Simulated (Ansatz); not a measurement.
This cell of AlSb (zinc blende) is off equilibrium:

```
CELL_PARAMETERS angstrom
      0.00000     6.22551     6.22551
      3.11275     0.00000     3.11275
      3.11275     3.11275     0.00000
ATOMIC_POSITIONS crystal
  Sb 0.32146 0.85709 0.72858
  Sb 0.87500 0.75000 0.75000
  Al 0.00000 0.00000 0.00000
  Al 0.50000 0.00000 0.00000
```

Computed with PBE (plane waves to 420 eV, PAW, scalar-relativistic; Ansatz, a program for electronic structure). k mesh 5×10×10 (Γ-centred), Fermi-Dirac smearing 0.05 eV. The energy includes the smearing's −TS. Stress and pressure are positive under compression. As the smearing reaches across the gap at some points, energies and forces of such displacements shift with the k mesh and the smearing. AlSb was relaxed with its symmetry unable to fall. Spin-orbit coupling is left out, though Sb is heavy.

Problem. Predict the force on every atom, in eV/Å.

Solution. 
```csv
atom,Fx,Fy,Fz
Sb1,-2.599,3.246,2.328
Sb2,0.258,-0.249,-0.240
Al3,1.853,-1.738,-2.161
Al4,0.488,-1.258,0.072
```

Problem. Give the stress tensor in GPa and the pressure.

Solution. 
```
    2.2     -2.1     -4.2
   -2.1      0.9      3.0
   -4.2      3.0      3.4
```
The pressure, a third of the trace, is 2.2 GPa.

Problem. In it atom 1 sits (0.267, -0.400, 0.000) Å away from its relaxed site. What is its energy relative to the relaxed cell?

Solution. 972 meV/cell.

(A displaced cell: forces are minus the slopes of the energy, force constants its curvatures, and phonons follow from these.)
